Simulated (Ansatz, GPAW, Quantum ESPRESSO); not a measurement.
Mg: programs and potentials compared

```
Mg
1.0
     3.20930    0.00000    0.00000
    -1.60465    2.77934    0.00000
     0.00000    0.00000    5.21030
Mg
2
Cartesian
  1.6047 0.9264 3.9077
  0.0000 1.8529 1.3026
```

Alike in all runs: task single point; functional PBE; k mesh 10 × 10 × 5; occupations fermi-dirac, width 0.05 eV; no spin polarisation; no spin-orbit coupling. Pressure is positive in compression and, in plane waves, holds the error of the finite cutoff, which Ansatz's Pulay term estimates and takes out.

```tsv
program and potentials	plane-wave cutoff (eV)	notes	pressure (GPa)
Ansatz, Ansatz PAW	350	10 valence electrons an atom on average; Pulay term of +0.11 GPa included	-0.37
Quantum ESPRESSO, SSSP 1.3 efficiency PBE	748	2 valence electrons an atom on average	-0.49
GPAW, GPAW PAW data sets (gpaw-data 1.2.1)	800	10 valence electrons an atom on average	-0.45
```

The pressure spans -0.49 (Quantum ESPRESSO, SSSP 1.3 efficiency PBE) to -0.37 GPa (Ansatz, Ansatz PAW).

The functional is the same throughout but for its coding, so the spread measures potentials, basis and numerics; runs on potential files found faulty are left out.
